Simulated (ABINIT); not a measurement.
# InPd (Pm-3m) in ABINIT: equation of state

Aim: energy against volume of InPd in PBEsol, for its equilibrium volume and stiffness.

Everything below comes from runs of ABINIT 10.8.3 (patched build). Logs are shortened: lines on timing, memory, paths and dates and some standing lists are left out, and cuts for length are marked. The log counts tension as positive stress, the text compression.

## (1) The crystal as given

Symmetry: Pm-3m, No. 221, cubic system. Conventional cell: a = 3.272 Å, b = 3.272 Å, c = 3.272 Å, α = 90.00°, β = 90.00°, γ = 90.00°. In (site symmetry m-3m) is surrounded by 8 Pd at 2.83 Å. Pd (site symmetry m-3m) is surrounded by 8 In at 2.83 Å.

The cell comes from a database or a generator and needn't be the stable form of this composition.

## (2) Equation of state, PBEsol

run.abi

```
# Datasets: one volume each
ndtset 7
getwfk -1
scalecart1 3*0.9795861087
scalecart2 3*0.9864848297
scalecart3 3*0.9932883884
scalecart4 3*1.0000000000
scalecart5 3*1.0066227096
scalecart6 3*1.0131594038
scalecart7 3*1.0196128224

# Pseudopotentials
pp_dirpath "./"
pseudos "In.upf, Pd.upf"

# Structure
acell 3*1.0 Angstrom
rprim
     3.2718847800     0.0000000000     0.0000000000
     0.0000000000     3.2718847800     0.0000000000
     0.0000000000     0.0000000000     3.2718847800
ntypat 2
znucl 49 46
natom 2
typat 1 2
xred
     0.0000000000     0.0000000000     0.0000000000
     0.5000000000     0.5000000000     0.5000000000

# Plane-wave basis
ecut 41.0

# k points
kptopt 1
ngkpt 8 8 8
nshiftk 1
shiftk 0.0 0.0 0.0

# Exchange and correlation
ixc -116133

# Bands and occupations
nband 20
occopt 3
tsmear 0.00183747

# SCF cycle
nstep 100
tolvrs 1.0e-10

# Output
iomode 3
prtwf 1
prtden 0
prteig 0
prtebands 0
enunit 2
```

Potentials or basis: PseudoDojo NC SR PBEsol v0.4.1 standard.

The run is started by

```bash
abinit run.abi > log 2>&1
```

run.abo:

```text
.Version 10.8.3 of ABINIT
 DATASET    1 : space group Pm -3 m (#221); Bravais cP (primitive cubic)
================================================================================
 Values of the parameters that define the memory need for DATASET  1.
     intxc =       0    ionmov =       0      iscf =       7    lmnmax =       6
     lnmax =       6     mgfft =      36  mpssoang =       3    mqgrid =    3001
     natom =       2  nloc_mem =       1    nspden =       1   nspinor =       1
    nsppol =       1      nsym =      48    n1xccc =    2501    ntypat =       2
    occopt =       3   xclevel =       2
       mpw =        2809          nfft =       46656          nkpt =          35
================================================================================
================================================================================
[... 61 lines left out ...]
 DATASET    7 : space group Pm -3 m (#221); Bravais cP (primitive cubic)
================================================================================
 Values of the parameters that define the memory need for DATASET  7.
     intxc =       0    ionmov =       0      iscf =       7    lmnmax =       6
     lnmax =       6     mgfft =      40  mpssoang =       3    mqgrid =    3001
     natom =       2  nloc_mem =       1    nspden =       1   nspinor =       1
    nsppol =       1      nsym =      48    n1xccc =    2501    ntypat =       2
    occopt =       3   xclevel =       2
       mpw =        3160          nfft =       64000          nkpt =          35
================================================================================
================================================================================

--------------------------------------------------------------------------------
------------- Echo of variables that govern the present computation ------------
--------------------------------------------------------------------------------
 -outvars: echo values of preprocessed input variables --------
            acell      1.8897261259E+00  1.8897261259E+00  1.8897261259E+00 Bohr
              amu      1.14820000E+02  1.06420000E+02
             ecut      4.10000000E+01 Hartree
           enunit           2
           getwfk          -1
              ixc     -116133
           jdtset        1    2    3    4    5    6    7
         kptrlatt        8    0    0      0    8    0      0    0    8
          kptrlen1     4.84539820E+01
          kptrlen2     4.87952185E+01
          kptrlen3     4.91317479E+01
          kptrlen4     4.94637292E+01
          kptrlen5     4.97913131E+01
          kptrlen6     5.01146424E+01
          kptrlen7     5.04338525E+01
            natom           2
            nband          20
           ndtset           7
            ngfft1         36      36      36
            ngfft2         36      36      36
            ngfft3         36      36      36
            ngfft4         36      36      36
            ngfft5         36      36      36
            ngfft6         40      40      40
            ngfft7         40      40      40
             nkpt          35
            nstep         100
             nsym          48
           ntypat           2
           occopt           3
           prtden           0
        prtebands           0
           prteig           0
            rprim1     3.2050928798E+00  0.0000000000E+00  0.0000000000E+00
                       0.0000000000E+00  3.2050928798E+00  0.0000000000E+00
                       0.0000000000E+00  0.0000000000E+00  3.2050928798E+00
            rprim2     3.2276647000E+00  0.0000000000E+00  0.0000000000E+00
                       0.0000000000E+00  3.2276647000E+00  0.0000000000E+00
                       0.0000000000E+00  0.0000000000E+00  3.2276647000E+00
            rprim3     3.2499251602E+00  0.0000000000E+00  0.0000000000E+00
                       0.0000000000E+00  3.2499251602E+00  0.0000000000E+00
                       0.0000000000E+00  0.0000000000E+00  3.2499251602E+00
            rprim4     3.2718847800E+00  0.0000000000E+00  0.0000000000E+00
[... 18 lines left out ...]
                       1.6138323500E+00  1.6138323500E+00  1.6138323500E+00
           xangst3     0.0000000000E+00  0.0000000000E+00  0.0000000000E+00
                       1.6249625801E+00  1.6249625801E+00  1.6249625801E+00
           xangst4     0.0000000000E+00  0.0000000000E+00  0.0000000000E+00
                       1.6359423900E+00  1.6359423900E+00  1.6359423900E+00
           xangst5     0.0000000000E+00  0.0000000000E+00  0.0000000000E+00
                       1.6467767614E+00  1.6467767614E+00  1.6467767614E+00
           xangst6     0.0000000000E+00  0.0000000000E+00  0.0000000000E+00
                       1.6574704165E+00  1.6574704165E+00  1.6574704165E+00
           xangst7     0.0000000000E+00  0.0000000000E+00  0.0000000000E+00
                       1.6680278376E+00  1.6680278376E+00  1.6680278376E+00
            xcart1     0.0000000000E+00  0.0000000000E+00  0.0000000000E+00
                       3.0283738754E+00  3.0283738754E+00  3.0283738754E+00
            xcart2     0.0000000000E+00  0.0000000000E+00  0.0000000000E+00
                       3.0497011546E+00  3.0497011546E+00  3.0497011546E+00
            xcart3     0.0000000000E+00  0.0000000000E+00  0.0000000000E+00
                       3.0707342412E+00  3.0707342412E+00  3.0707342412E+00
            xcart4     0.0000000000E+00  0.0000000000E+00  0.0000000000E+00
                       3.0914830749E+00  3.0914830749E+00  3.0914830749E+00
            xcart5     0.0000000000E+00  0.0000000000E+00  0.0000000000E+00
                       3.1119570695E+00  3.1119570695E+00  3.1119570695E+00
            xcart6     0.0000000000E+00  0.0000000000E+00  0.0000000000E+00
                       3.1321651490E+00  3.1321651490E+00  3.1321651490E+00
            xcart7     0.0000000000E+00  0.0000000000E+00  0.0000000000E+00
                       3.1521157834E+00  3.1521157834E+00  3.1521157834E+00
             xred      0.0000000000E+00  0.0000000000E+00  0.0000000000E+00
                       5.0000000000E-01  5.0000000000E-01  5.0000000000E-01
            znucl       49.00000   46.00000

================================================================================

 chkinp: Checking input parameters for consistency, jdtset=   1.

 chkinp: Checking input parameters for consistency, jdtset=   2.
[... 29 lines left out ...]
 getcut: wavevector=  0.0000  0.0000  0.0000  ngfft=  36  36  36
         ecut(hartree)=     41.000   => boxcut(ratio)=   2.06208

--- Pseudopotential description ------------------------------------------------
- pspini: atom type   1  psp file is ./In.upf
12 -116133 2 -1 1940                          pspcod,pspxc,lmax,lloc,mmax
     nproj     2     2     2

- pspini: atom type   2  psp file is ./Pd.upf
12 -116133 2 -1 1238                          pspcod,pspxc,lmax,lloc,mmax
     nproj     2     2     2

   1.59192604E+03                                ecore*ucvol(ha*bohr**3)
--------------------------------------------------------------------------------

================================================================================

--- !BeginCycle
iteration_state: {dtset: 1, }
solver: {iscf: 7, nstep: 100, nline: 4, wfoptalg: 0, }
tolerances: {tolvrs: 1.00E-10, }
...
[... 783 lines left out ...]
 getcut: wavevector=  0.0000  0.0000  0.0000  ngfft=  40  40  40
         ecut(hartree)=     41.000   => boxcut(ratio)=   2.21528

 getcut : COMMENT -
  Note that boxcut > 2.2 ; recall that boxcut=Gcut(box)/Gcut(sphere) = 2
  is sufficient for exact treatment of convolution.
  Such a large boxcut is a waste : you could raise ecut
  e.g. ecut=   50.301443 Hartrees makes boxcut=2

--------------------------------------------------------------------------------

-inwffil : will read wavefunctions from disk file runo_DS5_WFK.nc

================================================================================
[... 152 lines left out ...]
 getcut: wavevector=  0.0000  0.0000  0.0000  ngfft=  40  40  40
         ecut(hartree)=     41.000   => boxcut(ratio)=   2.20126

 getcut : COMMENT -
  Note that boxcut > 2.2 ; recall that boxcut=Gcut(box)/Gcut(sphere) = 2
  is sufficient for exact treatment of convolution.
  Such a large boxcut is a waste : you could raise ecut
  e.g. ecut=   49.666714 Hartrees makes boxcut=2

--------------------------------------------------------------------------------

-inwffil : will read wavefunctions from disk file runo_DS6_WFK.nc

================================================================================
[... 126 lines left out ...]
-Cartesian components of stress tensor (GPa)         [Pressure= -8.8402E+00 GPa]
- sigma(1 1)=  8.84019341E+00  sigma(3 2)=  0.00000000E+00
- sigma(2 2)=  8.84019341E+00  sigma(3 1)=  0.00000000E+00
- sigma(3 3)=  8.84019341E+00  sigma(2 1)=  0.00000000E+00

== END DATASET(S) ==============================================================
================================================================================

 -outvars: echo values of variables after computation  --------
            acell      1.8897261259E+00  1.8897261259E+00  1.8897261259E+00 Bohr
           etotal1    -2.0119712088E+02
           etotal2    -2.0119785308E+02
           etotal3    -2.0119806818E+02
           etotal4    -2.0119783148E+02
           etotal5    -2.0119719861E+02
           etotal6    -2.0119621717E+02
           etotal7    -2.0119493413E+02
            fcart1    -0.0000000000E+00 -0.0000000000E+00 -0.0000000000E+00
                      -0.0000000000E+00 -0.0000000000E+00 -0.0000000000E+00
            fcart2    -0.0000000000E+00 -0.0000000000E+00 -0.0000000000E+00
                      -0.0000000000E+00 -0.0000000000E+00 -0.0000000000E+00
            fcart3    -0.0000000000E+00 -0.0000000000E+00 -0.0000000000E+00
                      -0.0000000000E+00 -0.0000000000E+00 -0.0000000000E+00
            fcart4    -0.0000000000E+00 -0.0000000000E+00 -0.0000000000E+00
                      -0.0000000000E+00 -0.0000000000E+00 -0.0000000000E+00
            fcart5    -0.0000000000E+00 -0.0000000000E+00 -0.0000000000E+00
                      -0.0000000000E+00 -0.0000000000E+00 -0.0000000000E+00
[... 38 lines left out ...]
                       0.0000000000E+00  0.0000000000E+00  0.0000000000E+00
           xangst1     0.0000000000E+00  0.0000000000E+00  0.0000000000E+00
                       1.6025464399E+00  1.6025464399E+00  1.6025464399E+00
           xangst2     0.0000000000E+00  0.0000000000E+00  0.0000000000E+00
                       1.6138323500E+00  1.6138323500E+00  1.6138323500E+00
           xangst3     0.0000000000E+00  0.0000000000E+00  0.0000000000E+00
                       1.6249625801E+00  1.6249625801E+00  1.6249625801E+00
           xangst4     0.0000000000E+00  0.0000000000E+00  0.0000000000E+00
                       1.6359423900E+00  1.6359423900E+00  1.6359423900E+00
           xangst5     0.0000000000E+00  0.0000000000E+00  0.0000000000E+00
                       1.6467767614E+00  1.6467767614E+00  1.6467767614E+00
           xangst6     0.0000000000E+00  0.0000000000E+00  0.0000000000E+00
                       1.6574704165E+00  1.6574704165E+00  1.6574704165E+00
           xangst7     0.0000000000E+00  0.0000000000E+00  0.0000000000E+00
                       1.6680278376E+00  1.6680278376E+00  1.6680278376E+00
             xred      0.0000000000E+00  0.0000000000E+00  0.0000000000E+00
                       5.0000000000E-01  5.0000000000E-01  5.0000000000E-01
 Calculation completed.
```

Run time: 3.2 min. Hardware: 1 thread of AMD EPYC 9R45 (Zen 5), shared host; peak memory 0.14 GiB.

Results:

- Equilibrium volume: 17.15 Å³/atom
- Bulk modulus: 139 GPa
- Pressure derivative of the bulk modulus: 5.5

Energy against volume, from the lowest point:
| volume (Å³/atom) | energy (meV/atom) |
| --- | --- |
| 16.462 | 12.89 |
| 16.813 | 2.93 |
| 17.163 | 0.00 |
| 17.513 | 3.22 |
| 17.863 | 11.83 |
| 18.214 | 25.18 |
| 18.564 | 42.64 |

Caveat: pressures at fixed basis lie under the slope of the energies.
